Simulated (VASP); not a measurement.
Pd:

```
Pd
1.0
     1.69740    0.97999    3.14762
    -1.69740    0.97999    3.14762
     0.00000   -1.95999    3.14762
Pd
2
Direct
  0.22754 0.22754 0.22754
  0.77246 0.77246 0.77246
```

The cell was built by a generator and needn't be a form met in nature.

| Property | Result |
| --- | --- |
| Program | VASP 6.6.1 |
| Task | relaxation of cell and atoms |
| Functional | PBE |
| Potentials or basis | VASP PAW PBE potentials, release 64 (Pd) |
| Cutoff | 600 eV |
| k mesh | 6 × 6 × 6 |
| Occupations | gaussian, width 0.1 eV |
| Spin | no spin polarisation |

At the start: pressure 39.3 GPa; volume 15.71 Å³/atom.

How do energy, volume and symmetry change on relaxing?

Over 44 steps the energy falls by 1194.0 meV/atom and the volume is 15.20 Å³/atom (-3.3 %); space group Fm-3m (No. 225, to 0.05 Å).

The path:
```tsv
step	energy change (eV)	largest force (eV/Å)	pressure (GPa)	volume (Å³)
1	0.0000	6.0081	39.27	31.42
3	-1.2435	0.6629	-8.22	39.09
5	-1.2650	1.0548	-4.53	37.69
7	-1.3969	0.3532	3.51	34.54
9	-1.4134	0.1255	-0.54	35.56
11	-1.4158	0.0061	-0.17	35.42
13	-1.4320	0.1643	-2.21	35.86
15	-1.6027	0.8165	-9.96	36.94
17	-1.6526	1.0199	-12.11	37.11
19	-1.6527	1.0198	-12.12	37.12
21	-1.6533	1.0168	-12.22	37.14
23	-1.6549	1.0055	-12.60	37.22
25	-1.6578	0.9960	-13.08	37.30
27	-1.6710	1.0078	-13.02	37.19
29	-1.7243	1.0569	-12.72	36.74
31	-1.9245	1.3110	-10.56	34.93
33	-1.3905	2.2193	42.32	27.27
35	-2.1323	1.9867	0.65	31.41
37	-2.2996	0.8818	1.23	30.54
39	-2.3411	0.4763	-0.06	30.59
41	-2.3872	0.0204	-0.66	30.54
43	-2.3877	0.0564	0.27	30.38
44	-2.3880	0.0400	0.20	30.39
```

Final structure:
```yaml
crystal:
  lattice:
    - [1.38738, 0.80100, 4.55796]
    - [-1.38738, 0.80100, 4.55796]
    - [0.00000, -1.60201, 4.55796]
  atoms:
    - { symbol: Pd, position: [0.25015, 0.25015, 0.25015] }
    - { symbol: Pd, position: [0.74985, 0.74985, 0.74985] }
```

Caveat: the k mesh is coarse (spacing up to 0.37 Å⁻¹), so the values aren't converged.
